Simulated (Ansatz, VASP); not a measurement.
**Two plane-wave programs on Au**

INCAR

```
SYSTEM = Au
PREC = Accurate ; ENCUT = 520
EDIFF = 1E-7 ; ISMEAR = 1
SIGMA = 0.3 ; LREAL = .FALSE.
LASPH = .TRUE. ; NELM = 80
ALGO = Normal ; ISIF = 2
LWAVE = .FALSE. ; LCHARG = .TRUE.
GGA = PE ; LELF = .TRUE.
LVHAR = .TRUE. ; NBANDS = 12
```

Contents of KPOINTS:

```
regular mesh
0
G
  13 13 13
  0 0 0
```

POSCAR

```
Au
1.0
    0.0000000000      2.0782552709      2.0782552709
    2.0782552709      0.0000000000      2.0782552709
    2.0782552709      2.0782552709      0.0000000000
Au
1
Direct
    0.0000000000      0.0000000000      0.0000000000
```

Input for Ansatz:

```yaml
crystal:
  lattice:
    - [0.0, 2.0782552709, 2.0782552709]
    - [2.0782552709, 0.0, 2.0782552709]
    - [2.0782552709, 2.0782552709, 0.0]
  atoms:
    - { symbol: Au, position: [0.0, 0.0, 0.0] }
hamiltonian:
  xc: pbe
  pseudopotentials:
    kind: paw
    azcp:
      Au: "pseudopotentials/Au.paw.azcp"
basis:
  ecutwfc: 420
  fft_grid_basis: typed
kpoints:
  mp_grid: { grid: [13, 13, 13], shift: [0, 0, 0] }
magnetization:
  spin_polarized: false
scf:
  occupations: { method: methfessel_paxton, width: 0.3 }
  lower_state_search: "off"
output:
  stress: true
  write_density: true
  write_potential: true
  elf: true
  volumetric_format: npy
```

Alike in both runs: task single point; functional PBE; k mesh 13 × 13 × 13; occupations methfessel-paxton of order 1, width 0.3 eV; no spin polarisation.

|  | VASP | Ansatz |
| --- | --- | --- |
| version | VASP 6.6.1 | Ansatz 0.2.0 |
| potentials or method | VASP PAW PBE potentials, release 64 (Au) | plane waves (420 eV) with PAW, scalar-relativistic |
| plane-wave cutoff (eV) | 520 | 420 |
| valence electrons in the cell | 11 | 19 |

Ansatz gave:

* pressure (GPa): -0.1

Question: Estimate VASP's values.

Answer: Pressure (GPa): -0.3.

The two sets of potentials don't hold the same shells in valence.

Spin-orbit coupling is left out, which matters for the levels of Au.
